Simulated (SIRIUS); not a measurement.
# Co under changes of volume

One of the cells (10.902 Å³/atom); the others are scaled copies at fixed shape and fractional positions:

```
Co
1.0
     2.48692    0.00000    0.00000
    -1.24346    2.15374    0.00000
     0.00000    0.00000    8.14180
Co
4
Direct
  0.66667 0.33333 0.75000
  0.00000 0.00000 0.50000
  0.33333 0.66667 0.25000
  0.00000 0.00000 0.00000
```

* Program: SIRIUS 7.12.0
* Functional: PBEsol
* Potentials or basis: all-electron FP-LAPW
* Cutoff: 208 eV
* Basis: apw+lo standard
* k mesh: 12 × 12 × 4
* Occupations: fermi-dirac, width 0.05 eV
* Spin: collinear spin, ferromagnetic start
* Starting moments: [2.0, 2.0, 2.0, 2.0] μB

```csv
volume (Å³/atom),energy over the lowest point (meV/atom),moment (μB per cell)
10.047,6.83,6.18
10.261,?,?
10.475,0.00,6.42
10.902,17.07,6.62
11.116,33.33,6.69
11.330,54.06,6.75
```

Question: What does the run at 10.261 Å³/atom give?

Answer: Energy over the lowest point 0.01 meV/atom; moment 6.29 μB per cell.

Worked out: A Birch-Murnaghan fit of order 3 (a polynomial in V^(-2/3)) to the other rows has its minimum at 10.37 Å³/atom with B0 = V·E''(V) = 227 GPa and B' = 3.6 at fixed shape and positions, which overstates the stiffness. It gives 0.13 meV/atom at 10.261 Å³/atom, against the run's 0.01. A parabola through the other rows of the moment, of slope 0.575 μB per Å³/atom there, gives 6.31 μB, against the run's 6.29.

Energies are extrapolated to zero smearing.
